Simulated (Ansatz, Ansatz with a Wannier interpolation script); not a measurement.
# TiO2 (Anatase): quasiparticle bands by Wannier interpolation, part 2 of 2

G0W0 gives levels on a mesh alone; what do the bands of TiO2 (Anatase) look like between the points?

Ansatz 0.2.0; PBE, Wannier functions and G0W0, plane waves, PAW. Known limits of the many-body steps: not at the basis limit.

So far. Step 3 (Wannier functions (O:2p Ti:3d) on 6×6×6): Near the gap the model misses directly solved bands by 0.2 meV r.m.s. and by 2 meV at most in the window tested. This tests the starting bands, not the corrections carried with them. Step 4 (G0W0 at every point of the mesh: 6×6×6 mesh, 284 empty …): The gap on the mesh goes from 2.17 eV to 3.62 eV, a correction of +1.45 eV.

### Step 5. Interpolating the corrections (continued)

The density of states has structure finer than the step of the table below, so its rows give means over 0.5 eV, whole bins alone (the curve runs from -6 to 6.5 eV). Peaks (eV: height): G0W0 -3.70: 9.29, -2.20: 6.07, -0.80: 6.94, 5.20: 13.0; PBE -4.60: 6.01, -3.70: 8.19, -2.10: 5.91, -0.70: 7.28, 3.70: 11.7.

Wannier model on a dense mesh, Gaussian width 0.15 eV. Limits: finite bands, cutoff and mesh. Table of density of states by energy, zero at the valence-band top of each set; means over each step; values in states/eV/cell:

| energy (eV) | G0W0 | PBE |
| --- | --- | --- |
| -5.5 | 0 | 0 |
| -5.0 | 0.698 | 0.513 |
| -4.5 | 4.81 | 4.90 |
| -4.0 | 6.41 | 6.06 |
| -3.5 | 6.02 | 6.24 |
| -3.0 | 4.12 | 3.88 |
| -2.5 | 5.02 | 4.71 |
| -2.0 | 4.95 | 5.11 |
| -1.5 | 4.11 | 4.13 |
| -1.0 | 5.60 | 5.52 |
| -0.5 | 5.15 | 5.73 |
| 0.0 | 1.11 | 1.21 |
| 0.5 | 0.00136 | 0.00137 |
| 1.0 | 0 | 0 |
| 1.5 | 0 | 0 |
| 2.0 | 0 | 0.0400 |
| 2.5 | 0 | 0.557 |
| 3.0 | 2.0e-5 | 4.66 |
| 3.5 | 0.0562 | 9.33 |
| 4.0 | 0.568 | 5.30 |
| 4.5 | 3.91 | 3.58 |
| 5.0 | 9.10 | 1.02 |
| 5.5 | 6.42 | 2.41 |
| 6.0 | 3.48 | 3.45 |

Corrections by starting level (eV, on the run's own energy scale, so only their differences matter):

| start | correction |
| --- | --- |
| -4.68 | −0.39 |
| -4.19 | −0.34 |
| -3.69 | −0.32 |
| -3.39 | −0.34 |
| -2.72 | −0.36 |
| -2.03 | −0.44 |
| -1.52 | −0.40 |
| -0.92 | −0.42 |
| -0.67 | −0.37 |
| -0.14 | −0.31 |
| 2.17 | +1.14 |
| 3.21 | +1.23 |
| 3.60 | +1.16 |
| 3.83 | +1.19 |
| 4.33 | +1.13 |
| 5.35 | +1.36 |
| 6.62 | +1.25 |

### Step 6. HSE06 bands, for comparison

This step: DFT, HSE06, plane waves, PAW.

input.yaml

```yaml
crystal:
  lattice:
    - [-1.8921, 1.8921, 4.7573]
    - [1.8921, -1.8921, 4.7573]
    - [1.8921, 1.8921, -4.7573]
  atoms:
    - { symbol: Ti, position: [0.0, 0.0, 0.0] }
    - { symbol: Ti, position: [0.75, 0.25, 0.5] }
    - { symbol: O, position: [0.2081, 0.2081, 0.0] }
    - { symbol: O, position: [0.9581, 0.4581, 0.5] }
    - { symbol: O, position: [0.5419, 0.0419, 0.5] }
    - { symbol: O, position: [0.7919, 0.7919, 0.0] }
kpoints:
  mp_grid: { grid: [6, 6, 6] }
  band_path:
    path:
      - [[0.0, 0.0, 0.0], [0.0, 0.0, 0.5], [0.25, 0.25, 0.25], [0.0, 0.5, 0.0], [0.0, 0.0, 0.0], [0.5, 0.5, -0.5], [0.28954641, 0.71045359, -0.28954641]]
      - [[-0.28954641, 0.28954641, 0.28954641], [0.0, 0.0, 0.0]]
      - [[0.0, 0.0, 0.5], [-0.07909283, 0.07909283, 0.5]]
      - [[0.5, 0.5, -0.07909283], [0.5, 0.5, -0.5]]
    npoints: 10
hamiltonian:
  xc: hse06
scf:
  occupations: { method: fixed }
  n_extra_bands: 6
output:
  eigenvalues: true
  write_density: true
  write_potential: true
  elf: true
  volumetric_format: npy
```

On the command line:

```sh
ansatz run input.yaml --threads 3 --pin off --max-ram 64512MiB --backend cuda --events-out ev --progress --plain --runs-dir out --devices 1 --max-vram 24GiB  # rebuilt from the run's record
```

It took 4.1 min on 1 × NVIDIA H100 80GB HBM3 (shared by 3 runs) with 3 threads of AMD EPYC 7R13 (Zen 3), shared host; peak memory 1.9 GiB; 10 min of CPU time.

Numbers from this step:

| Item | Value |
| --- | --- |
| filled bands | 24 |
| gap | 3.613 eV |
| valence top at | k = (0.000, 0.000, 0.450) |
| conduction bottom at | Γ |
| least direct gap | 3.981 eV |

The gap stands +1.49 eV against PBE.

The electronic bands at the labelled points (eV, zero at the top of the highest nominally filled band):

| point | band 21 | band 22 | band 23 | band 24 | band 25 | band 26 | band 27 | band 28 |
| --- | --- | --- | --- | --- | --- | --- | --- | --- |
| Γ | -0.81 | -0.81 | -0.50 | -0.50 | 3.61 | 4.48 | 5.69 | 5.69 |
| halfway | -2.05 | -1.05 | -0.68 | -0.26 | 4.61 | 4.71 | 5.18 | 5.42 |
| X | -2.23 | -2.23 | -0.05 | -0.05 | 5.02 | 5.02 | 5.50 | 5.50 |
| halfway | -1.95 | -1.95 | -0.14 | -0.14 | 5.09 | 5.09 | 5.43 | 5.43 |
| P | -1.73 | -1.73 | -0.24 | -0.24 | 5.25 | 5.25 | 5.27 | 5.27 |
| halfway | -2.09 | -1.05 | -0.65 | -0.37 | 4.75 | 4.93 | 5.37 | 5.38 |
| N | -2.11 | -1.03 | -0.94 | -0.72 | 4.90 | 5.21 | 5.21 | 5.36 |
| halfway | -1.41 | -0.87 | -0.85 | -0.57 | 4.56 | 4.84 | 4.94 | 5.29 |
| Γ | -0.81 | -0.81 | -0.50 | -0.50 | 3.61 | 4.48 | 5.69 | 5.69 |
| halfway | -1.17 | -1.17 | -0.25 | -0.25 | 3.73 | 4.34 | 5.58 | 5.58 |
| M | -1.40 | -1.40 | -0.13 | -0.13 | 4.03 | 4.03 | 5.54 | 5.54 |
| halfway | -1.45 | -0.79 | -0.65 | -0.59 | 4.30 | 4.80 | 4.98 | 5.25 |
| S | -1.31 | -1.03 | -0.98 | -0.92 | 4.82 | 5.20 | 5.22 | 5.32 |
| jump to S0 | -1.31 | -1.03 | -0.98 | -0.92 | 4.82 | 5.20 | 5.22 | 5.32 |
| halfway | -1.55 | -1.01 | -0.90 | -0.62 | 4.78 | 4.89 | 4.96 | 5.31 |
| Γ | -0.81 | -0.81 | -0.50 | -0.50 | 3.61 | 4.48 | 5.69 | 5.69 |
| jump to X | -2.23 | -2.23 | -0.05 | -0.05 | 5.02 | 5.02 | 5.50 | 5.50 |
| halfway | -2.18 | -2.18 | -0.06 | -0.06 | 5.01 | 5.01 | 5.49 | 5.49 |
| R | -2.05 | -2.05 | -0.10 | -0.10 | 4.98 | 4.98 | 5.44 | 5.44 |
| jump to G | -2.05 | -2.05 | -0.10 | -0.10 | 4.98 | 4.98 | 5.44 | 5.44 |
| halfway | -1.18 | -1.18 | -0.57 | -0.57 | 4.63 | 4.63 | 5.24 | 5.24 |
| M | -1.40 | -1.40 | -0.13 | -0.13 | 4.03 | 4.03 | 5.54 | 5.54 |

### Step 7. Results

| Item | Value |
| --- | --- |
| PBE gap | 2.12 eV |
| G0W0 gap over the zone | 3.57 eV, indirect |
| least direct G0W0 gap, in the model | 3.94 eV |
| GW settings | 6×6×6 mesh, 284 empty bands, screening to 150 eV |
| known limits | not at the basis limit |

**Reading.** The Wannier model follows the PBE bands to under 1 meV r.m.s. near the gap. The G0W0 gap over the zone is 3.57 eV, indirect, from k = (0.000, 0.000, -0.439) to Γ; on the mesh alone it is 3.62 eV, and a rigid shift of the PBE bands would give 3.57 eV. The valence width in the model goes from 4.73 eV to 4.81 eV. HSE06 gives a gap of 3.61 eV on the same path. Against experiment, by G0W0@PBE: the gap of 3.57 eV lies +0.27 eV from the measured 3.3 eV (optical, 2021); the gap of 3.57 eV lies +0.35 eV from the measured 3.22 eV (indirect, 2020); the direct gap of 3.94 eV lies −0.04 eV from the measured 3.98 eV (electronic, quoted 2020); the direct gap of 3.94 eV lies +0.76 eV from the measured 3.18 ± 0.03 eV (direct, 300 K, 2022); the gap of 3.57 eV lies +0.40 eV from the measured 3.17 eV (kind not stated, 2020). An exciton line or allowed optical edge lies below the quasiparticle gap by the binding energy; a forbidden edge can push the onset above it. The calculation has static nuclei and no excitons; a measured gap holds zero-point and thermal motion, which mostly lowers it. Bands and cutoff are finite, so the gap is not at the basis limit. The miss can reach some tenths of an eV and take either sign; the mesh is an error of its own. Above the frozen window of the model the interpolated levels need not meet the computed ones, even at points of the mesh.

[Paths, hosts, dates, memory and timing lines, banners, echoed tables and standing remarks are left out of the program output.]

[Logs are printed without paths, hosts, clocks, repeated set-up lines and the standing remarks that a program may print on its own settings, such as how far it seeks lower states.]

[Runs of the session that timed out or met a known fault of the program may be left out.]

[Hosts, paths, dates, database ids (printed as entryN), source tags and the programs' standing remarks are cut or masked in the printed files.]
